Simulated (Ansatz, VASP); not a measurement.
CdTe in VASP and in Ansatz

```
Cd Te
1.0
     0.00000    3.06197    3.06197
     3.06197    0.00000    3.06197
     3.06197    3.06197    0.00000
Cd Te
1 1
Cartesian
  0.0000 0.0000 0.0000
  3.0620 3.0620 3.0620
```

Alike in both runs: task single point; functional PBE; k mesh 12 × 12 × 12; occupations fermi-dirac, width 0.05 eV; no spin polarisation.

|  | VASP | Ansatz |
| --- | --- | --- |
| version | VASP 6.6.1 | Ansatz 0.2.0 |
| potentials or method | VASP PAW PBE potentials, release 64 (Cd, Te), cutoff 520 eV | all-electron LAPW, scalar-relativistic |

```csv
,VASP,Ansatz,Ansatz less VASP
pressure (GPa),0.2,0.0,-0.15
```

Ansatz ran all-electron here, so the differences hold the error of VASP's frozen core and of both bases.

Spin-orbit coupling is left out, which matters for the levels of Te.
